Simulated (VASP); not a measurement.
A run of VASP 6.6.1 is set up as follows.

File INCAR:

```
SYSTEM = GaP
PREC     = Accurate       ! precision mode
ENCUT    = 520            ! plane-wave cutoff, eV
EDIFF    = 1E-6           ! SCF threshold, eV
ISMEAR   = 0              ! smearing method
SIGMA    = 0.012          ! smearing width, eV
LREAL    = .False.        ! projectors in reciprocal space
LASPH    = .True.         ! aspherical terms in the spheres
NELM     = 80             ! most SCF steps
ALGO     = Normal         ! electronic algorithm
ISIF     = 2              ! what is computed and relaxed
LWAVE    = .False.        ! write WAVECAR
LCHARG   = .False.        ! write CHGCAR
GGA      = PE             ! functional
NBANDS   = 16             ! bands
```

Contents of KPOINTS:

```
regular mesh
0
Gamma
  8 8 8
  0 0 0
```

The input POSCAR:

```
GaP
1.0
    0.0000000000      2.7252500000      2.7252500000
    2.7252500000      0.0000000000      2.7252500000
    2.7252500000      2.7252500000      0.0000000000
Ga P
1 1
Direct
    0.0000000000      0.0000000000      0.0000000000
    0.7500000000      0.7500000000      0.7500000000
```

Potentials or basis: VASP PAW PBE potentials, release 64 (Ga_d, P).

Run with:

```console
$ cat potpaw_PBE.64/Ga_d/POTCAR potpaw_PBE.64/P/POTCAR > POTCAR
$ mpirun -np 1 vasp_std > vasp.out
```

Question: What does it give for the pressure?

Answer: 2.4 GPa.

Question: What does it give for the band gap on the k mesh?

Answer: 1.64 eV, indirect (least direct gap 1.83 eV).

**Measured values to compare with.**

“Stacking defects in GaP nanowires: Electronic structure and optical properties”, 2018, arxiv:1810.01194 quotes, for a bulk crystal of GaP at 10 K: band gap 2.34 eV (indirect).

A measured gap of GaP is 2.34 eV (indirect; 10 K; quoted in “Stacking defects in GaP nanowires: Electronic structure and optical properties”, 2018, arxiv:1810.01194); the calculated 1.64 eV misses it by -0.70 eV. Spin-orbit coupling on Ga is left out. The value is that of PBE on a finite k mesh, which can miss the band edges, without temperature or zero-point motion. Semilocal functionals fall short of measured gaps as a rule.
